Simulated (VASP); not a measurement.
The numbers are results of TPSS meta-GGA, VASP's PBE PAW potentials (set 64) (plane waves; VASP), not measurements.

VASP input:

### INCAR
```
LMIXTAU  =  T
SYSTEM  =  CsBr
PREC  =  Accurate
EDIFF  =  1E-6   ! SCF stop (eV)
LASPH  =  T   ! aspherical one-centre terms
ISMEAR  =  0
LMAXMIX  =  4
LREAL  =  F   ! projection in real space or not
ALGO  =  Normal
NSW  =  60   ! most ionic steps
METAGGA  =  TPSS
LWAVE  =  F
ENCUT  =  520   ! plane-wave cut-off (eV)
NELM  =  100   ! most electronic steps
LCHARG  =  F
IBRION  =  2   ! conjugate gradients
ISIF  =  3   ! ions, shape and volume
EDIFFG  =  -0.01   ! ionic stop
SIGMA  =  0.05   ! width (eV)
```

KPOINTS:
```
Automatic
0
Gamma
  6 6 6
0 0 0
```

POSCAR:
```
CsBr
1
    4.2900000000     0.0000000000     0.0000000000
    0.0000000000     4.2900000000     0.0000000000
    0.0000000000     0.0000000000     4.2900000000
Cs Br
1 1
Direct
  0.0000000000   0.0000000000   0.0000000000
  0.5000000000   0.5000000000   0.5000000000
```

POTCAR, in this order: Cs_sv Br (PBE.64 set). Program: vasp_std.

What VASP printed:

OSZICAR:
```
       N       E                     dE             d eps       ncg     rms          rms(c)
DAV:   1     0.992532068688E+02    0.99253E+02   -0.64590E+03   480   0.115E+03
DAV:   2    -0.132073238805E+02   -0.11246E+03   -0.10386E+03   780   0.277E+02
DAV:   3    -0.228769317300E+02   -0.96696E+01   -0.96306E+01   632   0.826E+01
DAV:   4    -0.230647543769E+02   -0.18782E+00   -0.18762E+00   616   0.152E+01
DAV:   5    -0.230687381005E+02   -0.39837E-02   -0.39824E-02   640   0.180E+00    0.170E+00
DAV:   6    -0.224557472679E+02    0.61299E+00   -0.24810E+00   480   0.244E+01    0.105E+00
DAV:   7    -0.222002734134E+02    0.25547E+00   -0.52858E-01   556   0.809E+00    0.628E-01
DAV:   8    -0.223151169234E+02   -0.11484E+00   -0.14263E-01   544   0.312E+00    0.505E-01
DAV:   9    -0.223182713425E+02   -0.31544E-02   -0.29210E-02   524   0.144E+00    0.320E-01
DAV:  10    -0.223234129346E+02   -0.51416E-02   -0.11680E-02   520   0.111E+00    0.174E-01
DAV:  11    -0.223304891489E+02   -0.70762E-02   -0.40238E-03   576   0.545E-01    0.888E-02
DAV:  12    -0.223293395635E+02    0.11496E-02   -0.21002E-03   516   0.464E-01    0.341E-02
DAV:  13    -0.223310571004E+02   -0.17175E-02   -0.10850E-03   508   0.434E-01    0.162E-02
DAV:  14    -0.223312667291E+02   -0.20963E-03   -0.49607E-05   596   0.107E-01    0.688E-03
DAV:  15    -0.223312882460E+02   -0.21517E-04   -0.26103E-05   532   0.483E-02    0.646E-03
DAV:  16    -0.223312921637E+02   -0.39177E-05   -0.57167E-06   532   0.199E-02    0.148E-03
DAV:  17    -0.223312925715E+02   -0.40773E-06   -0.31596E-07   328   0.628E-03
   1 F= -.22331293E+02 E0= -.22331293E+02  d E =-.223313E+02
       N       E                     dE             d eps       ncg     rms          rms(c)
DAV:   1    -0.224123716017E+02   -0.81079E-01   -0.14908E+00   480   0.778E+00    0.128E+00
DAV:   2    -0.223510914015E+02    0.61280E-01   -0.10600E-01   496   0.193E+00    0.496E-01
DAV:   3    -0.223398694690E+02    0.11222E-01   -0.32096E-02   480   0.121E+00    0.257E-01
DAV:   4    -0.223393615798E+02    0.50789E-03   -0.47326E-03   548   0.539E-01    0.126E-01
DAV:   5    -0.223394663645E+02   -0.10478E-03   -0.39462E-03   480   0.465E-01    0.519E-02
DAV:   6    -0.223398390324E+02   -0.37267E-03   -0.41897E-04   496   0.172E-01    0.261E-02
DAV:   7    -0.223398806512E+02   -0.41619E-04   -0.17148E-04   536   0.936E-02    0.104E-02
DAV:   8    -0.223398834610E+02   -0.28098E-05   -0.12229E-05   532   0.314E-02    0.474E-03
DAV:   9    -0.223398848241E+02   -0.13631E-05   -0.24382E-06   476   0.158E-02    0.407E-03
DAV:  10    -0.223398866084E+02   -0.17842E-05   -0.34007E-06   516   0.152E-02    0.228E-03
DAV:  11    -0.223398866601E+02   -0.51733E-07   -0.71152E-07   260   0.737E-03
   2 F= -.22339887E+02 E0= -.22339887E+02  d E =-.859409E-02
       N       E                     dE             d eps       ncg     rms          rms(c)
DAV:   1    -0.224714977189E+02   -0.13161E+00   -0.26235E+00   480   0.102E+01    0.172E+00
DAV:   2    -0.223628900891E+02    0.10861E+00   -0.19017E-01   500   0.256E+00    0.654E-01
DAV:   3    -0.223432681631E+02    0.19622E-01   -0.55136E-02   480   0.158E+00    0.348E-01
DAV:   4    -0.223423398506E+02    0.92831E-03   -0.92868E-03   540   0.732E-01    0.168E-01
DAV:   5    -0.223425615904E+02   -0.22174E-03   -0.74789E-03   480   0.624E-01    0.693E-02
DAV:   6    -0.223432415980E+02   -0.68001E-03   -0.68882E-04   484   0.221E-01    0.360E-02
DAV:   7    -0.223433216778E+02   -0.80080E-04   -0.33155E-04   540   0.124E-01    0.142E-02
DAV:   8    -0.223433309446E+02   -0.92669E-05   -0.19079E-05   516   0.394E-02    0.674E-03
DAV:   9    -0.223433329823E+02   -0.20377E-05   -0.60100E-06   488   0.231E-02    0.666E-03
DAV:  10    -0.223433363988E+02   -0.34165E-05   -0.69601E-06   556   0.208E-02    0.365E-03
DAV:  11    -0.223433364018E+02   -0.29966E-08   -0.19439E-06   424   0.100E-02
   3 F= -.22343336E+02 E0= -.22343336E+02  d E =-.120438E-01
```

OUTCAR:
```
------------------------ aborting loop because EDIFF is reached ----------------------------------------
  FORCE on cell =-STRESS in cart. coord.  units (eV):
  Direction    XX          YY          ZZ          XY          YZ          ZX
  --------------------------------------------------------------------------------------
  Total       -0.0194122     -0.0194122     -0.0194122      0.0000000      0.0000000     -0.0000000
  in kB       -0.3686527     -0.3686527     -0.3686527      0.0000000      0.0000000     -0.0000000
  external PRESSURE =      -0.3686527 kB  Pullay stress =       0.0000000 kB
  volume of cell :       84.37
      direct lattice vectors                 reciprocal lattice vectors
     4.385872050  0.000000000  0.000000000     0.228004827  0.000000000 -0.000000000
    -0.000000000  4.385872050  0.000000000    -0.000000000  0.228004827  0.000000000
     0.000000000 -0.000000000  4.385872050    -0.000000000 -0.000000000  0.228004827
 POSITION                                       TOTAL-FORCE (eV/Angst)
 -----------------------------------------------------------------------------------
      0.00000      0.00000      0.00000        -0.000000      0.000000      0.000000
      2.19294      2.19294      2.19294         0.000000     -0.000000      0.000000
 -----------------------------------------------------------------------------------
    total drift:                               -0.000000      0.000000      0.000000
  FREE ENERGIE OF THE ION-ELECTRON SYSTEM (eV)
  ---------------------------------------------------
  free  energy   TOTEN  =       -22.3433364018 eV

  energy  without entropy=      -22.3433364018  energy(sigma->0) =      -22.34333640

 reached required accuracy - stopping structural energy minimisation
```
(Selected blocks of OUTCAR.)

File CONTCAR:
```
CsBr
   1.00000000000000
     4.3858720502058715    0.0000000000000000    0.0000000000000000
    -0.0000000000000000    4.3858720502058715    0.0000000000000000
     0.0000000000000000   -0.0000000000000000    4.3858720502058715
  Cs              Br
     1     1
Direct
     0.0000000000000000    0.0000000000000000    0.0000000000000000
     0.5000000000000000    0.5000000000000000    0.5000000000000000
```

OUTCAR:
```
 val. band max:       -0.7476156791   @ k =   0.5000   0.5000   0.0000

 cond. band min:       3.8642744821   @ k =   0.0000   0.0000   0.0000


 Fermi energy:        -0.4926353104

 k-point     1 :       0.0000    0.0000    0.0000
  band No.  band energies     occupation
      1     -20.7673      2.00000
      2     -13.2025      2.00000
      3      -7.2974      2.00000
      4      -7.2974      2.00000
      5      -7.2974      2.00000
      6      -0.7696      2.00000
      7      -0.7696      2.00000
      8      -0.7696      2.00000
      9       3.8643      0.00000
     10       4.4599      0.00000
     11       4.4599      0.00000
     12       8.4136      0.00000

 k-point     2 :       0.1667    0.0000    0.0000
  band No.  band energies     occupation
      1     -20.7574      2.00000
      2     -13.2030      2.00000
      3      -7.3854      2.00000
      4      -7.2775      2.00000
      5      -7.2775      2.00000
      6      -1.1209      2.00000
      7      -0.8075      2.00000
      8      -0.8075      2.00000
      9       4.4600      0.00000
     10       4.6282      0.00000
     11       5.0076      0.00000
     12       8.2688      0.00000

 k-point     3 :       0.3333    0.0000    0.0000
  band No.  band energies     occupation
      1     -20.7373      2.00000
      2     -13.2052      2.00000
      3      -7.5482      2.00000
      4      -7.2370      2.00000
      5      -7.2370      2.00000
      6      -1.6858      2.00000
      7      -0.8857      2.00000
      8      -0.8857      2.00000
      9       5.0703      0.00000
     10       5.7212      0.00000
     11       6.2391      0.00000
     12       8.1263      0.00000

 k-point     4 :       0.5000    0.0000    0.0000
  band No.  band energies     occupation
      1     -20.7272      2.00000
      2     -13.2068      2.00000
      3      -7.6234      2.00000
      4      -7.2163      2.00000
      5      -7.2163      2.00000
      6      -1.9257      2.00000
...
```

Energy and stress use the plane-wave basis of the starting cell. Unless said otherwise, spin-orbit coupling is left out, though it shifts the bands of the heavy elements here.

The compound is CsBr in the CsCl type structure. This run relaxes it. Symmetry was kept, so distortions that lower it aren't found.
